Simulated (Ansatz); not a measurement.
Al3Ru2: how the energy converges with the cutoff

Al3Ru2, I4/mmm, a = 3.078 Å, c = 14.286 Å. The structure is a Materials Project entry; whether it is the stable form wasn't checked. Ansatz: r2SCAN, PAW, cutoff varied, Γ-centred 16×16×16 mesh on 5 atoms, Gaussian smearing 0.10 eV; no spin polarisation. Single points at one geometry, the cutoff alone changed; ΔE is the energy at zero smearing over the run at 850 eV (runs within 0.3 meV/atom of it are left out). The runs up to 460 eV lie under the cutoff recommended for these PAW datasets.

| cutoff (eV) | ΔE (meV/atom) |
| --- | --- |
| 150 | ? |
| 200 | 3750.95 |
| 250 | 680.94 |
| 300 | 95.62 |
| 350 | 12.32 |
| 380 | 5.32 |
| 460 | 2.12 |
| 500 | 1.43 |
| 520 | 1.17 |
| 600 | 0.59 |

Problem. Assume ΔE falls exponentially with the cutoff, fit y = ln ΔE against x, the cutoff in eV, to the other rows, and predict the missing value.

Solution. y = 8.230, 6.523, 4.560, 2.511, 1.671, 0.751, 0.358, 0.157, -0.528. Means x = 395.6, y = 2.6926; Σ(Δx)² = 143222, ΣΔxΔy = -3138; the slope is their ratio. y = 11.36 − 0.02191 x, a factor of ten per 105 eV. At 150 eV this gives ΔE = 3208.31 meV/atom. The run gave 19228.68, a ratio of 0.17. Between neighbouring rows the decay runs from a factor of ten per 56 eV to one per 269 eV, so one exponential is only a rough guide. The fast fall gives way to a slow tail, so a fit to low cutoffs promises convergence too early.